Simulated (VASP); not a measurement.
Here is a VASP 6.6.1 calculation.

Contents of INCAR:

```
SYSTEM = CdF2
ALGO     = Fast           ! electronic algorithm
EDIFF    = 1E-6           ! SCF threshold, eV
ENCUT    = 520            ! plane-wave cutoff, eV
GGA      = PE             ! functional
GGA_COMPAT= .FALSE.      
ISIF     = 2              ! what is computed and relaxed
ISMEAR   = 0              ! smearing method
LASPH    = .TRUE.         ! aspherical terms in the spheres
LCHARG   = .FALSE.        ! write CHGCAR
LNONCOLLINEAR= .TRUE.         ! non-collinear magnetism
LORBIT   = 11             ! projections on sites
LORBMOM  = .TRUE.       
LREAL    = .FALSE.        ! projectors in reciprocal space
LSORBIT  = .TRUE.         ! spin-orbit coupling
LWAVE    = .FALSE.        ! write WAVECAR
MAGMOM   = 0 0 0 0 0 0 0 0 0 ! initial moments
NBANDS   = 39             ! bands
NELM     = 150            ! most SCF steps
PREC     = Accurate       ! precision mode
SIGMA    = 0.01           ! smearing width, eV
```

KPOINTS

```
k-points
0
G
  8 8 8
  0 0 0
```

The input POSCAR:

```
CdF2
1.0
    0.0000000000      2.6941776812      2.6941776812
    2.6941776812      0.0000000000      2.6941776812
    2.6941776812      2.6941776812      0.0000000000
Cd F
1 2
Direct
    0.0000000000      0.0000000000      0.0000000000
    0.2500000000      0.2500000000      0.2500000000
    0.7500000000      0.7500000000      0.7500000000
```

Potentials or basis: VASP PAW PBE potentials, release 64 (Cd, F).

Command:

```bash
$ cat potpaw_PBE.64/Cd/POTCAR potpaw_PBE.64/F/POTCAR > POTCAR
$ mpirun -np 1 vasp_ncl > vasp.out
```

(1) Predict the pressure.

(2) Predict the net moment.

Answers

(1) 6.1 GPa.

(2) 0.00 μB per cell.
